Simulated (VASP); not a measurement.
A run of VASP 6.6.1 is set up as follows.

INCAR

```
PREC     = Accurate       # precision mode
ENCUT    = 520            # plane-wave cutoff, eV
EDIFF    = 1E-7           # SCF threshold, eV
ISMEAR   = 0              # smearing method
SIGMA    = 0.05           # smearing width, eV
LREAL    = False          # projectors in reciprocal space
LASPH    = True           # aspherical terms in the spheres
NELM     = 100            # most SCF steps
ALGO     = Normal         # electronic algorithm
ISIF     = 2              # what is computed and relaxed
LWAVE    = False          # write WAVECAR
LCHARG   = False          # write CHGCAR
ISPIN    = 2              # spin polarisation
MAGMOM   = -0.28 0 0      # initial moments
LORBIT   = 11             # projections on sites
LMAXMIX  = 4              # l up to which the mixer works
LDAU     = True           # DFT+U
LDAUTYPE = 2            
LDAUL    = 2 -1           # shell
LDAUU    = 5 0            # U, eV
LDAUJ    = 0 0          
LDAUPRINT= 1            
GGA      = PS             # functional
NBANDS   = 22             # bands
```

File KPOINTS:

```
Automatic mesh
0
Gamma
  7 7 3
```

File POSCAR:

```
TaS2
1.0
    3.3500014000      0.0000000000      0.0000000000
   -1.6750007000      2.9011863100      0.0000000000
    0.0000000000      0.0000000000      5.8599987400
Ta S
1 2
Direct
    0.0000000000      0.0000000000      0.0000000000
    0.3333333333      0.6666666667      0.2500000000
    0.6666666667      0.3333333333      0.7500000000
```

Potentials or basis: VASP PAW PBE potentials, release 64 (Ta_pv, S).

Launch:

```sh
$ cat potpaw_PBE.64/Ta_pv/POTCAR potpaw_PBE.64/S/POTCAR > POTCAR
$ mpirun -np 1 vasp_std > vasp.out
```

**Question.** Predict the net moment.

**Answer.** -0.16 μB per cell.

**Question.** Estimate the largest force.

**Answer.** 1.491 eV/Å.

Stress tensor (GPa, compression positive):
```
 9.50  0.00  0.00
 0.00  9.50  0.00
 0.00  0.00 12.09
```

Caveat: the PAW data sets were made with another functional, which shifts forces and pressure a little; this functional lacks dispersion, which binds the layers, so the pressure and a relaxed spacing across them are unreliable. The run has no spin-orbit coupling, so splittings on Ta are missing.
